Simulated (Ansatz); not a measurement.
Write a Python script for the Ansatz DFT code, driven from Python that makes a Berry-phase polarisation of AgCl, space group Pm-3m. Level of theory (first run): PBEsol, PAW, cutoff 550 eV, 5×5×5 k-points, fixed occupations.

The script reads `agcl.xyz`:
```text
2
Lattice="3.433973 0.0 0.0 0.0 3.433973 0.0 0.0 0.0 3.433973" Properties=species:S:1:pos:R:3 pbc="T T T"
Ag    0.00000000    0.00000000    0.00000000
Cl    1.71698650    1.71698650    1.71698650
```

`agcl.py`
```python
'''Berry-phase polarisation of AgCl, and a Born charge from a small shift.'''

import ansatz as az
import numpy as np

xtal = az.Crystal.from_extxyz('agcl.xyz')

def solve(structure):
    return (
        structure.calculation()
        .functional('PBEsol')
        .pseudopotentials('paw')
        .basis(550)
        .kpoints(5)
        .scf(tolerance=1e-07)
        .occupations('fixed')
        .polarization(string_points=8)
        .run()
        .polarization()
    )


vectors = np.array(xtal.lattice.vectors)
shifted = xtal.move(0, to=np.array(xtal.sites[0].position) + 0.01 * np.linalg.inv(vectors)[1])
before, after = solve(xtal), solve(shifted)
for label, p in (('as typed', before), ('shifted', after)):
    print(label, 'reduced polarisation:', [round(axis.reduced, 4) for axis in p.axes], 'modulo', p.modulus)
# take the change on the nearest branch, then turn it into a dipole per cell
change = np.array([b.reduced - a.reduced for a, b in zip(before.axes, after.axes)])
change -= before.modulus * np.round(change / before.modulus)
dipole = change @ vectors
print('dipole change (e A):', np.round(dipole, 4) + 0.0)
print('column of the Born charge of', xtal.sites[0].symbol, 'for a shift along y:', np.round(dipole / 0.01, 2) + 0.0)
```

```console
$ python agcl.py
as typed reduced polarisation: [3.5, 3.5, 3.5] modulo 1
shifted reduced polarisation: [3.5, 3.5047, 3.5] modulo 1
dipole change (e A): [0.    0.016 0.   ]
column of the Born charge of Ag for a shift along y: [0.  1.6 0. ]
```

Caveats:
- The structure comes from a database of computed cells and needn't be a stable or known phase.
- Polarisation is defined up to a quantum, so only the change along a continuous path has meaning.
- Run time: 12 s on 1 thread of Intel(R) Xeon(R) Platinum 8488C (Sapphire Rapids), on a shared host, peak memory 0.44 GiB.

(Lines on the test bed's own set-up are left out of the output.)
